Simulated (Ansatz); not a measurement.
Zone-centre phonons of TaN at 2 GPa: input and output

The calculation used Ansatz, DFT PBEsol, scalar-relativistic, plane waves, PAW.

Launched with:
```bash
ansatz run input.yaml --threads 1 --pin off --max-ram 3072MiB --backend cpu --events-out ev --progress --plain --runs-dir out
```

Input (bare energies are in eV):
```yaml
crystal:
  lattice:
    - [2.9186140904, 0.0, 0.0]
    - [-1.4593070452, 2.5275939461, 0.0]
    - [0.0, 0.0, 2.8656147092]
  atoms:
    - { symbol: Ta, position: [0.3333333333, 0.6666666667, 0.5] }
    - { symbol: "N", position: [0.0, 0.0, 0.0] }
basis:
  ecutwfc: 420
kpoints:
  mp_grid: { grid: [18, 18, 14] }
hamiltonian:
  xc: pbesol
scf:
  occupations: { method: fermi_dirac, width: 0.15 }
output:
  eigenvalues: true
phonons:
  method: dfpt
  eigenvectors: true
```

The end of the output:
```
--- Phonons (Γ-DFPT): 4 representative perturbations + reference, on 728 of 4536 k-points (Σ response iterations 12) ---
  k mesh reduced under 4 symmetry operations, with k and −k counted as one. Each operation leaves every solved displacement unchanged or reverses it
  ASR residual: 1.145e-4 → 0.000e0 eV/Å²; symmetrization residual: 6.510e-7 eV/Å²
  ASR residual per site (eV/Å²): 1.15e-4 4.20e-5
  Γ frequencies (cm⁻¹): 0.00 0.00 0.00 535.85 535.85 562.43
  non-analytic LO–TO correction: not included (Born effective charges unavailable; polar crystals: no LO–TO splitting at Γ)
```

The run took 71 s on 1 thread of Intel(R) Xeon(R) Platinum 8488C (Sapphire Rapids), with other jobs on the host, peak memory 0.92 GiB.

In a metal, frequencies and elastic constants depend on the k mesh and the smearing, soft modes and shear constants most. Spin–orbit coupling is left out, which matters for heavy elements. A semilocal functional can close a gap that the real compound has.

This form isn't the usual stable structure of the compound at low pressure.